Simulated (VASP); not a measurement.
# KF (Fm-3m) in VASP: further runs, part 2 of 2

VASP 6.6.1. Earlier steps stand in the parts before.

## 3. Relaxation of cell and atoms, PBE

This run uses another cell than the first one, of 19.79 Å³/atom, 0.994 times its volume.

INCAR

```
PREC = Accurate ; ENCUT = 600
EDIFF = 1E-6 ; ISMEAR = 0
SIGMA = 0.02 ; LREAL = F
LASPH = T ; NELM = 100
ALGO = Normal ; ISIF = 3
LWAVE = F ; LCHARG = F
GGA = PE ; IBRION = 2
NSW = 100 ; EDIFFG = -0.01
```

KPOINTS

```
regular mesh
0
Gamma
  8 8 8
```

POSCAR

```
KF
1.0
    0.0000000000      2.7049927231      2.7049927231
    2.7049927231      0.0000000000      2.7049927231
    2.7049927231      2.7049927231      0.0000000000
K F
1 1
Direct
    0.5000000000      0.5000000000      0.5000000000
    0.0000000000      0.0000000000      0.0000000000
```

Potentials or basis: VASP PAW PBE potentials, release 64 (K_sv, F).

Launch:

```bash
$ cat potpaw_PBE.64/K_sv/POTCAR potpaw_PBE.64/F/POTCAR > POTCAR
$ mpirun -np 1 vasp_std > vasp.out
```

OUTCAR:

```text
PREC = Accurate
   ENCUT = 600
   EDIFF = 1E-6
   ISMEAR = 0
   LREAL = F
   LASPH = T
   NELM = 100
   ISIF = 3
   GGA = PE
   IBRION = 2
   NSW = 100
   EDIFFG = -0.01

 ion  position               nearest neighbor table
   1  0.500  0.500  0.500-   2 2.70   2 2.70   2 2.70   2 2.70   2 2.70   2 2.70
   2  0.000  0.000  0.000-   1 2.70   1 2.70   1 2.70   1 2.70   1 2.70   1 2.70

  LATTYP: Found a face centered cubic cell.
 ALAT       =     5.4099854462

  Lattice vectors:

 A1 = (   0.0000000000,   2.7049927231,   2.7049927231)
 A2 = (   2.7049927231,   0.0000000000,   2.7049927231)
 A3 = (   2.7049927231,   2.7049927231,   0.0000000000)

Analysis of symmetry for initial positions (statically):
=====================================================================
 Subroutine PRICEL returns:
 Original cell was already a primitive cell.

 Routine SETGRP: Setting up the symmetry group for a
 face centered cubic supercell.

 Subroutine GETGRP returns: Found 48 space group operations
 (whereof 48 operations were pure point group operations)
 out of a pool of 48 trial point group operations.

The static configuration has the point symmetry O_h .

Analysis of symmetry for dynamics (positions and initial velocities):
=====================================================================
 Subroutine PRICEL returns:
 Original cell was already a primitive cell.

 Routine SETGRP: Setting up the symmetry group for a
 face centered cubic supercell.

 Subroutine GETGRP returns: Found 48 space group operations
 (whereof 48 operations were pure point group operations)
 out of a pool of 48 trial point group operations.

The dynamic configuration has the point symmetry O_h .

 Subroutine INISYM returns: Found 48 space group operations
 (whereof 48 operations are pure point group operations),
 and found     1 'primitive' translations

----------------------------------------------------------------------------------------

                                     Primitive cell
[... 131 lines left out ...]

 number of electron      15.9999994 magnetization

 Free energy of the ion-electron system (eV)
  ---------------------------------------------------
  ext. energy  EPLUGINS =         0.00000000
  ---------------------------------------------------
  free energy    TOTEN  =        -8.30066574 eV

  energy without entropy =       -8.30066574  energy(sigma->0) =       -8.30066574

------------------------ aborting loop because EDIFF is reached ----------------------------------------

  FORCE on cell =-STRESS in cart. coord.  units (eV):
  Direction    XX          YY          ZZ          XY          YZ          ZX
  --------------------------------------------------------------------------------------
  -------------------------------------------------------------------------------------
  Total        0.0460007      0.0460007      0.0460007      0.0000000      0.0000000      0.0000000
  in kB        1.8618593      1.8618593      1.8618593      0.0000000      0.0000000      0.0000000
  external PRESSURE =       1.8618593 kB  Pullay stress =       0.0000000 kB
[... 59 lines left out ...]
--------------------------------------- Ionic step        3  -------------------------------------------

 number of electron      15.9999994 magnetization

 Free energy of the ion-electron system (eV)
  ---------------------------------------------------
  ext. energy  EPLUGINS =         0.00000000
  ---------------------------------------------------
  free energy    TOTEN  =        -8.30077147 eV

  energy without entropy =       -8.30077147  energy(sigma->0) =       -8.30077147

 E-fermi :  -2.7782     XC(G=0):  -8.2103

 val. band max:       -2.9169313923   @ k =   0.0000   0.0000   0.0000
 cond. band min:       3.0292210510   @ k =   0.0000   0.0000   0.0000
 fundamental gap:      5.9461524434
 Fermi energy:        -2.7781548504

 k-point     1 :       0.0000    0.0000    0.0000
  band No.  band energies     occupation
      1     -29.1767      2.00000
      2     -21.5513      2.00000
      3     -12.4563      2.00000
      4     -12.4563      2.00000
      5     -12.4563      2.00000
      6      -2.9169      2.00000
      7      -2.9169      2.00000
      8      -2.9169      2.00000
      9       3.0292      0.00000
     10       7.6415      0.00000
     11       7.6415      0.00000
     12       7.6415      0.00000
[... 331 lines left out ...]
 k-point    24 :      -0.3750    0.2500    0.1250
  band No.  band energies     occupation
      1     -29.0898      2.00000
      2     -21.5987      2.00000
      3     -12.7409      2.00000
      4     -12.6446      2.00000
      5     -12.5228      2.00000
      6      -3.4563      2.00000
      7      -3.1756      2.00000
      8      -3.1605      2.00000
      9       6.3087      0.00000
     10       6.9635      0.00000
     11       8.5185      0.00000
     12       9.5746      0.00000

 [... further k-points ...]
[... 5 lines left out ...]
  --------------------------------------------------------------------------------------
  -------------------------------------------------------------------------------------
  Total       -0.0004603     -0.0004603     -0.0004603      0.0000000      0.0000000      0.0000000
  in kB       -0.0185158     -0.0185158     -0.0185158      0.0000000      0.0000000      0.0000000
  external PRESSURE =      -0.0185158 kB  Pullay stress =       0.0000000 kB
[... 17 lines left out ...]
  FREE ENERGIE OF THE ION-ELECTRON SYSTEM (eV)
  ---------------------------------------------------
  free  energy   TOTEN  =        -8.3007714724 eV

  energy  without entropy=       -8.3007714724  energy(sigma->0) =       -8.30077147

 reached required accuracy - stopping structural energy minimisation
```

Wall time 19 s (1 thread of Intel Xeon 6975P-C (Granite Rapids), shared host); peak memory 0.19 GiB.

Results:

```yaml
Free_energy: -8.3008 eV
Relaxed_volume: 19.91 Å³/atom
Relaxed_cell: a = 3.833 Å, b = 3.833 Å, c = 3.833 Å, α = 60.00°, β = 60.00°, γ = 60.00°
Space_group_after_relaxing_to_0.05_Å: Fm-3m (No. 225)
Energy_gained_by_relaxing: 0.1 meV/atom
Ionic_steps: 3
Pressure_after_relaxing: 0.0 GPa
Band_gap_on_the_k_mesh: 5.95 eV, direct
```

The path:
```
step  energy change (eV)  largest force (eV/Å)  pressure (GPa)  volume (Å³)
   1              0.0000                0.0000            0.19        39.58
   2             -0.0001                0.0000            0.08        39.72
   3             -0.0001                0.0000            0.00        39.83
```

Final structure:
```cif
data_structure
_symmetry_space_group_name_H-M 'P 1'
_symmetry_Int_Tables_number 1
_cell_length_a 3.8332
_cell_length_b 3.8332
_cell_length_c 3.8332
_cell_angle_alpha 60.000
_cell_angle_beta 60.000
_cell_angle_gamma 60.000
_cell_volume 39.83
loop_
_atom_site_label
_atom_site_type_symbol
_atom_site_fract_x
_atom_site_fract_y
_atom_site_fract_z
_atom_site_occupancy
K1 K 0.50000 0.50000 0.50000 1
F1 F 0.00000 0.00000 0.00000 1
```

## 4. Single point, PBE

This run uses another cell than the first one, of 19.79 Å³/atom, 0.994 times its volume.

INCAR

```
ALGO = Normal
EDIFF = 1E-6
ENCUT = 520
GGA = PE
ISIF = 2
ISMEAR = 0
LASPH = T
LCHARG = F
LREAL = F
LWAVE = F
NBANDS = 15
NELM = 80
PREC = Accurate
SIGMA = 0.1
```

KPOINTS

```
k-points
0
Gamma
  6 6 6
```

POSCAR

```
KF
1.0
   -1.9114244217      1.9114244217      2.7086534882
    1.9114244217     -1.9114244217      2.7086534882
    1.9114244217      1.9114244217     -2.7086534882
K F
1 1
Direct
    0.9993252355      0.9993252355      0.0000000000
    0.5006747645      0.5006747645      0.0000000000
```

Launch:

```bash
$ cat potpaw_PBE.64/K_sv/POTCAR potpaw_PBE.64/F/POTCAR > POTCAR
$ mpirun -np 1 vasp_std > vasp.out
```

Wall time 11 s (1 thread of Intel Xeon 6975P-C (Granite Rapids), shared host); peak memory 0.16 GiB.

It converged, with:

| Property | Result |
| --- | --- |
| Free energy | -8.2988 eV |
| Pressure | 0.2 GPa |
| Largest force | 0.010 eV/Å |
| Band gap on the k mesh | 5.98 eV, direct |

Forces in eV/Å, atoms in the order of the input:
```
K    0.000  0.000  0.010
F    0.000  0.000 -0.010
```

Stress tensor (GPa, compression positive):
```
0.22 0.00 0.00
0.00 0.22 0.00
0.00 0.00 0.13
```

Levels at points of the mesh, in eV from the valence-band top:
| k point | band 6 | band 7 | band 8 | band 9 | band 10 | band 11 |
| --- | --- | --- | --- | --- | --- | --- |
| (0.00, 0.00, 0.00) | 0.00 | 0.00 | 0.00 | 5.98 | 10.57 | 10.58 |
| (0.50, 0.00, 0.00) | -0.75 | -0.32 | -0.32 | 8.91 | 10.33 | 11.89 |
| (0.50, 0.50, 0.00) | -0.23 | -0.07 | -0.06 | 8.16 | 10.10 | 11.52 |
| (0.50, 0.50, 0.50) | -0.23 | -0.06 | -0.06 | 8.17 | 10.10 | 11.50 |

As with any semilocal functional, this PBE gap is likely too small.

## 5. Relaxation of cell and atoms, PBE

This run uses another cell than the first one, of 19.07 Å³/atom, 0.958 times its volume.

INCAR

```
SYSTEM = KF
PREC = Accurate ; ENCUT = 600
EDIFF = 1E-6 ; ISMEAR = 0
SIGMA = 0.1 ; LREAL = .False.
LASPH = .True. ; NELM = 80
ALGO = Fast ; ISIF = 3
LWAVE = .False. ; LCHARG = .False.
GGA = PE ; IBRION = 2
NSW = 90 ; EDIFFG = -0.04
```

KPOINTS

```
regular mesh
0
Gamma
  6 6 6
  0 0 0
```

POSCAR

```
KF
1.0
   -1.8684508800      1.8684508800      2.7307727400
    1.8684508800     -1.8684508800      2.7307727400
    1.8684508800      1.8684508800     -2.7307727400
K F
1 1
Direct
    0.9532159400      0.9532159400      0.0000000000
    0.5467840600      0.5467840600      0.0000000000
```

Launch:

```bash
$ cat potpaw_PBE.64/K_sv/POTCAR potpaw_PBE.64/F/POTCAR > POTCAR
$ mpirun -np 1 vasp_std > vasp.out
```

It took 2.4 min on 1 thread of Intel Xeon 6975P-C (Granite Rapids), shared host; peak memory 0.18 GiB.

The run converged. Its results:

```yaml
Free_energy: -8.2988 eV
Relaxed_volume: 19.83 Å³/atom
Relaxed_cell: a = 3.824 Å, b = 3.824 Å, c = 3.824 Å, α = 119.80°, β = 119.80°, γ = 90.34°
Space_group_after_relaxing_to_0.05_Å: Fm-3m (No. 225)
Energy_gained_by_relaxing: 136.5 meV/atom
Ionic_steps: 18
Pressure_after_relaxing: 0.1 GPa
Band_gap_on_the_k_mesh: 5.96 eV, direct
```

Stress tensor (GPa, compression positive):
```
0.04 0.00 0.00
0.00 0.04 0.00
0.00 0.00 0.31
```

Step by step:
```
step  energy change (eV)  largest force (eV/Å)  pressure (GPa)  volume (Å³)
   1              0.0000                1.5431            5.51        38.13
   2             -0.2174                0.1979            0.00        41.80
   3             -0.2192                0.1627           -0.20        42.06
   4             -0.2200                0.1012           -0.55        42.59
   5             -0.2201                0.1147           -0.45        42.44
   6             -0.2201                0.1246           -0.41        42.35
   7             -0.2225                0.1266           -0.25        42.01
   8             -0.2283                0.1306            0.28        40.99
   9             -0.2318                0.1409            1.51        38.99
  10             -0.2327                0.1403            1.53        38.93
  11             -0.2354                0.1407            1.58        38.76
  12             -0.2405                0.1382            1.73        38.41
  13             -0.2487                0.1156            2.04        37.70
  14             -0.2362                0.0858            3.43        36.26
  15             -0.2500                0.1003            2.28        37.39
  16             -0.2591                0.0805            1.74        37.88
  17             -0.2726                0.0152            0.36        39.36
  18             -0.2730                0.0012            0.13        39.65
```

Final structure:
```xyz
2
Lattice="-1.9176 1.9176 2.6958 1.9176 -1.9176 2.6958 1.9176 1.9176 -2.6958" Properties=species:S:1:pos:R:3 pbc="T T T"
K     0.0000    0.0000    5.3911
F     0.0000    0.0000    2.6963
```

Levels at points of the mesh, in eV from the valence-band top:
```
           k point  band 6  band 7  band 8  band 9  band 10  band 11
(0.00, 0.00, 0.00)   -0.01   -0.01    0.00    5.96    10.56    10.56
(0.50, 0.00, 0.00)   -0.75   -0.32   -0.32    8.90    10.32    11.86
(0.50, 0.50, 0.00)   -0.24   -0.07   -0.06    8.17    10.08    11.48
(0.50, 0.50, 0.50)   -0.23   -0.07   -0.07    8.15    10.09    11.54
```

## 6. Overview

```csv
task,cell,k mesh,cutoff (eV),smearing,gap on the mesh (eV),pressure (GPa),relaxed volume (Å³/atom)
single point,"Fm-3m, 19.91 Å³/atom",8 × 8 × 8,520,gaussian 0.02 eV,5.95,0.0,-
relaxation of cell and atoms,relaxed,8 × 8 × 8,600,gaussian 0.02 eV,5.95,0.0,19.91
single point,"I4mm, 19.79 Å³/atom",6 × 6 × 6,520,gaussian 0.1 eV,5.98,0.2,-
relaxation of cell and atoms,relaxed,6 × 6 × 6,600,gaussian 0.1 eV,5.96,0.1,19.83
```

Alike in all rows: level PBE; potentials or basis VASP PAW PBE potentials, release 64 (K_sv, F); no spin polarisation.

Absolute energies hang on the potentials; compare differences alone.
